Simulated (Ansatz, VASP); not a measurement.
BN: VASP beside Ansatz

```xyz
4
Lattice="2.5440 0.0000 0.0000 -1.2720 2.2031 0.0000 0.0000 0.0000 4.3547" Properties=species:S:1:pos:R:3 pbc="T T T"
B     0.0000    1.4688   -0.0031
B     1.2720    0.7344    2.1743
N     0.0000    1.4688    1.6361
N     1.2720    0.7344    3.8134
```

Change from the starting cell: uniaxial_z strain +3.5%.

Alike in both runs: task single point; functional PBE; k mesh 12 × 12 × 6; occupations fermi-dirac, width 0.02 eV; no spin polarisation.

|  | VASP | Ansatz |
| --- | --- | --- |
| version | VASP 6.6.1 | Ansatz 0.2.0 |
| potentials or method | VASP PAW PBE potentials, release 64 (B, N) | plane waves, PAW |
| plane-wave cutoff (eV) | 520 | 420 |
| valence electrons in the cell | 16 | 16 |

```csv
,VASP,Ansatz,Ansatz less VASP
gap on the k mesh at the Fermi level (eV),5.25,5.26,+0.015
pressure (GPa),-7.0,-7.1,-0.18
largest component of the traceless stress (GPa),19.96,19.76,-0.196
rms of the force components (eV/Å),0.036,0.030,-0.0060
```

Atom by atom the forces differ by 0.006 eV/Å (rms over components). With one functional, cell and mesh, what is left measures potentials, basis and numerics.

A k mesh can miss the band edges.
